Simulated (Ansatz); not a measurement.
**Course of a relaxation: AlNi**

The cell of AlNi is invented: random cell by space group and Wyckoff sites (P4/mmm, No. 123). Lengths were set from tabulated atomic sizes, so they are only a guess.

```
Al Ni
1.0
     2.81140    0.00000    0.00000
     0.00000    2.81140    0.00000
     0.00000    0.00000    3.14170
Al Ni
1 1
Direct
  0.00000 0.00000 0.50000
  0.00000 0.00000 0.00000
```

Level of theory: DFT PBE, scalar-relativistic, plane waves, PAW in Ansatz 0.2.0. Cutoff 420 eV, Gaussian smearing, Γ-centred meshes. Cell and atoms relax first on a coarse mesh and then on a finer one. In between, the cell is made exact in the group found at 0.06 Å. In metals the finer mesh still leaves noise of several meV/atom or more. The steps can't lower the symmetry of their start. Collinear spin, starting moments Ni 2.0 μB; they died out on the coarse mesh, so the last step has no spin.

Steps on the 6×6×6 mesh (2 atoms, 17 steps). The free energy counts from the last step; some steps are skipped; the plane-wave basis is renewed at times, which shifts energy and pressure.

```
step  ΔF (meV/atom)  V (Å³/atom)  P (GPa)
   1         4923.4        12.42   130.45
   3         2502.1        13.49    71.84
   5         1138.1        14.40    35.22
   6          730.5        14.72    22.05
   8          304.1        14.50     3.51
  10          282.2        14.25    -0.06
  12           26.3        14.84     5.53
  13            1.5        15.40     0.61
  15            0.1        15.46     0.13
  17            0.0        15.47    -0.01
```

The relaxed structure, after a last relaxation on the converged mesh:

```
Al Ni
1.0
     2.58759    0.00000    0.00000
     0.00000    2.58759    0.00000
     0.00000    0.00000    4.63495
Al Ni
1 1
Direct
  0.00000 0.00000 0.50000
  0.00000 0.00000 0.00000
```

The symmetry stays P4/mmm (No. 123). The volume per atom grows by 25.0 %, from 12.4 to 15.5 Å³. The shortest distance goes from 1.57 Å (Al–Ni) to 2.32 Å (Al–Ni). The ratio c/a of the conventional cell changes by a factor of 1.60. The energy falls by about 4.9 eV/atom (the start's value is from the coarse mesh). Al is surrounded by 2 Ni at 2.32 Å and 4 Al at 2.59 Å; Ni has 2 Al at 2.32 Å and 4 Ni at 2.59 Å.

```
Volume per atom                             : 15.52 Å³
Density                                     : 4.58 g/cm³
Formation energy                            : +0.46 eV/atom
Gap on the 22×22×12 mesh of the 2-atom cell : 0 eV (a metal)
```

Energies over the elements count from the elements' standard structures at the same level, with no fitted energy shifts.

The last run used Gaussian smearing of 0.10 eV. Trial moments died out on the coarse mesh, so the last step has no spin; another magnetic start might hold. A structure relaxed within its symmetry needn't be a true minimum. In all, the 3 runs took 2.3 min on 1 thread of Intel(R) Xeon(R) Processor @ 2.70GHz, with other jobs on the host. Another cell of AlNi relaxed alike, in Pm-3m (a Materials Project cell), lies 1.11 eV/atom lower, so this cell isn't the stable form at this level.
